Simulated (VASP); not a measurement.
BaF2 (Frankdicksonite):

```
CELL_PARAMETERS angstrom
0.00000 3.10005 3.10005
3.10005 0.00000 3.10005
3.10005 3.10005 0.00000
ATOMIC_POSITIONS crystal
Ba 0.00000 0.00000 0.00000
F 0.25000 0.25000 0.25000
F 0.75000 0.75000 0.75000
```

* Program: VASP 6.6.1
* Task: relaxation of cell and atoms
* Functional: LDA
* Potentials or basis: VASP PAW LDA potentials, release 64 (Ba_sv, F)
* Cutoff: 600 eV
* k mesh: 8 × 8 × 8
* Occupations: gaussian, width 0.03 eV
* Spin: no spin polarisation

At the start: pressure -3.5 GPa; volume 19.86 Å³/atom.

**Question.** Where does the relaxation end?

**Answer.** Over 3 steps the energy falls by 12.3 meV/atom and the volume is 18.78 Å³/atom (-5.4 %); space group Fm-3m (No. 225, to 0.05 Å).

The path:
| step | energy change (eV) | largest force (eV/Å) | pressure (GPa) | volume (Å³) |
| --- | --- | --- | --- | --- |
| 1 | 0.0000 | 0.0000 | -3.46 | 59.58 |
| 2 | -0.0364 | 0.0000 | 0.48 | 55.97 |
| 3 | -0.0370 | 0.0000 | 0.00 | 56.34 |

Final structure:
```
Ba F
1.0
     0.00000    3.04271    3.04271
     3.04271    0.00000    3.04271
     3.04271    3.04271    0.00000
Ba F
1 2
Cartesian
  0.0000 0.0000 0.0000
  1.5214 1.5214 1.5214
  4.5641 4.5641 4.5641
```
